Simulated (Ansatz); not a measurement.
# GaSb: response to a displaced atom

GaSb is deformed so: atom 2 (Sb) moved by (0.080, 0.000, 0.000) Å. What stress and forces result, by LAPW, PAW and all-electron datasets made for the crystal?

Program: Ansatz 0.2.0. Level of theory: DFT PBE, scalar-relativistic. These are calculated values, not measurements.

1 further run of the same task is left out (set aside as unsound or not needed).

## 1. The structure to begin with

The structure is cubic, space group Fm-3m (No. 225). Conventional cell: a = 5.801 Å, b = 5.801 Å, c = 5.801 Å, α = 90.00°, β = 90.00°, γ = 90.00°. Ga (site symmetry m-3m) has 6 Sb at 2.90 Å as nearest neighbours. Sb (site symmetry m-3m) has 6 Ga at 2.90 Å as nearest neighbours.

Structure file:

```
Ga Sb
1.0
     0.00000    2.90045    2.90045
     2.90045    0.00000    2.90045
     2.90045    2.90045    0.00000
Ga Sb
1 1
Direct
  0.00000 0.00000 0.00000
  0.50000 0.50000 0.50000
```

Atoms are numbered in the order of the input: Ga1, Sb2.

## 2. After the deformation

Space group Fm-3m before, I4mm after.

## 3. LAPW, all electrons

The input, input.yaml:

```yaml
crystal:
  lattice:
    - [0.0, 2.9004533006, 2.9004533006]
    - [2.9004533006, 0.0, 2.9004533006]
    - [2.9004533006, 2.9004533006, 0.0]
  atoms:
    - { symbol: Ga, position: [0.0, 0.0, 0.0] }
    - { symbol: Sb, position: [0.4862090522, 0.5137909478, 0.5137909478] }
kpoints:
  mp_grid: { grid: [10, 10, 10] }
scf:
  occupations: { method: fermi_dirac, width: 0.05 }
hamiltonian:
  xc: pbe
  pseudopotentials: { kind: all_electron, lapw: { basis_error: 0.0005 } }
output:
  forces: true
  stress: true
  eigenvalues: true
```

## 4. PAW on the default files

Edit input.yaml of step 3 so:

```diff
@@ -14,3 +14,3 @@
   xc: pbe
-  pseudopotentials: { kind: all_electron, lapw: { basis_error: 0.0005 } }
+  pseudopotentials: { kind: paw }
 output:
@@ -19 +19,2 @@
   eigenvalues: true
+  efg: { contact_densities: true }
```

## 5. All-electron PAW on datasets made for the crystal

Edit input.yaml of step 4 so:

```diff
@@ -14,3 +14,3 @@
   xc: pbe
-  pseudopotentials: { kind: paw }
+  pseudopotentials: { kind: all_electron, datasets: crystal }
 output:
```

(Steps that only read results are left out.)

Before running it: what results should come out? Wanted: pressure; largest shear or deviatoric stress; force on Sb2 along the move.

The runs gave:

| quantity | value |
| --- | --- |
| pressure | LAPW 0.14, PAW 0.13, crystal datasets 0.14 GPa |
| largest shear or deviatoric stress (LAPW) | 0.37 GPa |
| force on Sb2 along the move | -0.159 eV/Å |

In words: Sb2 feels a force against its move, a stiffness of 1.99 eV/Å² with all periodic images moving together. No run of the undeformed cell stands beside it, so the pressure holds what the given cell had before the change. PAW: stress within 0.01 GPa of LAPW, forces within 1 meV/Å. Crystal datasets: stress within 0.01 GPa of LAPW, forces within 1 meV/Å. Spin-orbit coupling is left out, though the cell holds Sb; in elements this heavy it can shift bands and gaps by tenths of an eV.
